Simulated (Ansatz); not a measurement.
**In (simple cubic): energy against volume**

Method: Ansatz 0.2.0, DFT, revPBE, plane waves (420 eV) with PAW, scalar-relativistic. (PAW data from PBE, frozen cores regenerated.)

The cell is scaled uniformly from the relaxed one, with fractional coordinates and shape fixed. Energies are extrapolated to zero smearing, pressures are those at the given smearing. Magnetic state: spin not included.

A Birch-Murnaghan fit gives V₀ = 30.76 Å³/atom, B₀ = 27 GPa, B₀′ = 4.8.

Q: What are the energy above the minimum and the pressure at 26.888 Å³/atom?

A: 54.4 meV/atom and 5.10 GPa as computed.

Q: What are the energy above the minimum and the pressure at 31.777 Å³/atom?

A: 2.7 meV/atom and -0.79 GPa as computed.

Q: What are the energy above the minimum and the pressure at 34.221 Å³/atom?

A: 27.1 meV/atom and -2.16 GPa as computed.
